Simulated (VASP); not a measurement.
## A VASP 6.6.1 single-point calculation on YN

INCAR

```
ISIF = 2
LASPH = .TRUE.
LREAL = .FALSE.
NBANDS = 15
NSW = 0
SIGMA = 0.01
ISMEAR = 0
ENCUT = 520
IBRION = -1
METAGGA = R2SCAN
PREC = Accurate
LWAVE = .FALSE.
EDIFF = 1E-7
ALGO = Normal
NELMIN = 4
NELM = 58
LCHARG = .FALSE.
```

KPOINTS

```
KPOINTS created by Atomic Simulation Environment
0
Gamma
10 10 10
0 0 0
```

POSCAR

```
Y  N
 1.0000000000000000
     0.0000000000000000    2.4725286241000002    2.4725286241000002
     2.4725286241000002    0.0000000000000000    2.4725286241000002
     2.4725286241000002    2.4725286241000002    0.0000000000000000
 Y   N
   1   1
Cartesian
  0.0000000000000000  0.0000000000000000  0.0000000000000000
  2.4725286241000002  2.4725286241000002  2.4725286241000002
```

The recommended PBE PAW datasets give the neutral cell 16 valence electrons.

Command

```
mpirun -np 1 vasp_std
```

OSZICAR

```
N       E                     dE             d eps       ncg     rms          rms(c)
DAV:   1     0.358749925294E+02    0.35875E+02   -0.86999E+03  1410   0.110E+03
DAV:   2    -0.384549104727E+02   -0.74330E+02   -0.67194E+02  1893   0.235E+02
DAV:   3    -0.415943189128E+02   -0.31394E+01   -0.31134E+01  1833   0.415E+01
DAV:   4    -0.416479658846E+02   -0.53647E-01   -0.53634E-01  1627   0.528E+00
DAV:   5    -0.416486300663E+02   -0.66418E-03   -0.66415E-03  1753   0.490E-01    0.301E+01
DAV:   6    -0.332317421459E+02    0.84169E+01   -0.62100E+00  1690   0.222E+01    0.301E+01
DAV:   7    -0.334097297524E+02   -0.17799E+00   -0.40522E-01  1697   0.565E+00    0.202E+01
DAV:   8    -0.334327534778E+02   -0.23024E-01   -0.14581E-01  1889   0.348E+00    0.276E+00
DAV:   9    -0.334291949826E+02    0.35585E-02   -0.18719E-02  1718   0.110E+00    0.856E-01
DAV:  10    -0.334292035309E+02   -0.85483E-05   -0.12554E-03  1627   0.399E-01    0.240E-01
DAV:  11    -0.334292439292E+02   -0.40398E-04   -0.18057E-04  1718   0.137E-01    0.793E-02
DAV:  12    -0.334292419854E+02    0.19438E-05   -0.39291E-05  1704   0.677E-02    0.282E-02
DAV:  13    -0.334292430107E+02   -0.10253E-05   -0.53258E-06  1599   0.215E-02    0.800E-03
DAV:  14    -0.334292429037E+02    0.10701E-06   -0.22960E-07  1830   0.380E-03    0.228E-03
DAV:  15    -0.334292428235E+02    0.80187E-07   -0.10815E-07  1527   0.301E-03
   1 F= -.33429243E+02 E0= -.33429243E+02  d E =-.456152E-33
```

From OUTCAR

```
k-points           NKPTS =     47   k-points in BZ     NKDIM =     47   number of bands    NBANDS=     15

   NELECT =      16.0000    total number of electrons

   dimension x,y,z NGX =    28 NGY =   28 NGZ =   28
   dimension x,y,z NGXF=    56 NGYF=   56 NGZF=   56

  energy-cutoff  :      520.00
  volume of cell :       30.23
      direct lattice vectors                 reciprocal lattice vectors
     0.000000000  2.472528624  2.472528624    -0.202222128  0.202222128  0.202222128
     2.472528624  0.000000000  2.472528624     0.202222128 -0.202222128  0.202222128
     2.472528624  2.472528624  0.000000000     0.202222128  0.202222128 -0.202222128

 k-points in reciprocal lattice and weights: KPOINTS created by Atomic Simulation Env
   0.00000000  0.00000000  0.00000000       0.001
   0.10000000  0.00000000  0.00000000       0.008
   0.20000000  0.00000000  0.00000000       0.008
   0.30000000  0.00000000  0.00000000       0.008
   0.40000000  0.00000000  0.00000000       0.008
   0.50000000  0.00000000  0.00000000       0.004
   0.10000000  0.10000000  0.00000000       0.006
   0.20000000  0.10000000  0.00000000       0.024
   ...

 E-fermi :   3.8986

 k-point     1 :       0.0000    0.0000    0.0000
  band No.  band energies     occupation
      1     -38.5058      2.00000
      2     -17.5156      2.00000
      3     -17.5156      2.00000
      4     -17.5156      2.00000
      5      -9.7560      2.00000
      6       3.8175      2.00000
      7       3.8175      2.00000
      8       3.8175      2.00000
      9       7.3419      0.00000
     10       7.3419      0.00000
     11       7.3419      0.00000
     12       8.3690      0.00000
     13       9.2790      0.00000
     14       9.2790      0.00000
     15      15.3301      0.00000

 k-point     2 :       0.1000    0.0000    0.0000
  band No.  band energies     occupation
      1     -38.4958      2.00000
      2     -17.6267      2.00000
      3     -17.5225      2.00000
      4     -17.5225      2.00000
      5      -9.5969      2.00000
      6       3.2230      2.00000
      7       3.4942      2.00000
      8       3.4942      2.00000
      9       7.4202      0.00000
     10       7.5820      0.00000
     11       7.5820      0.00000
     12       8.9381      0.00000
     13       9.7712      0.00000
     14       9.7712      0.00000
     15      15.9518      0.00000

 k-point     3 :       0.2000    0.0000    0.0000
  band No.  band energies     occupation
      1     -38.4697      2.00000
      2     -17.9017      2.00000
      3     -17.5407      2.00000
      4     -17.5407      2.00000
      5      -9.1902      2.00000
      6       2.0523      2.00000
      7       2.8262      2.00000
      8       2.8262      2.00000
      9       7.6491      0.00000
     10       8.2229      0.00000
     11       8.2229      0.00000
     12      10.1578      0.00000
     13      10.9624      0.00000
     14      10.9624      0.00000
     15      17.3981      0.00000

 ...

  Total       -0.8973602     -0.8973602     -0.8973602     -0.0000000      0.0000000      0.0000000
  in kB      -47.5579810    -47.5579810    -47.5579810     -0.0000000      0.0000000      0.0000000
  external PRESSURE =     -47.5579810 kB  Pullay stress =       0.0000000 kB

 POSITION                                       TOTAL-FORCE (eV/Angst)
 -----------------------------------------------------------------------------------
      0.00000      0.00000      0.00000        -0.000000     -0.000000     -0.000000
      2.47253      2.47253      2.47253         0.000000      0.000000      0.000000
 -----------------------------------------------------------------------------------
    total drift:                                0.000000      0.000000      0.000000

  FREE ENERGIE OF THE ION-ELECTRON SYSTEM (eV)
  ---------------------------------------------------
  free  energy   TOTEN  =       -33.4292428235 eV

  energy  without entropy=      -33.4292428235  energy(sigma->0) =      -33.42924282
```

It converged. Results: gap between bands v and c on the k mesh 0.64 eV; least direct gap on the k mesh 1.07 eV; pressure -4.8 GPa. Band v is the last that the valence electrons fill when counted band by band, and c is the next.

For comparison, a separate r²SCAN run of the intended cell, on usual settings and not on those above, gives a gap of 0.64 eV on its mesh and a pressure of -4.8 GPa.

The run above took about 1.9 min on one core of a shared host (Intel Xeon Platinum 8488C) and held 0.19 GiB at most.
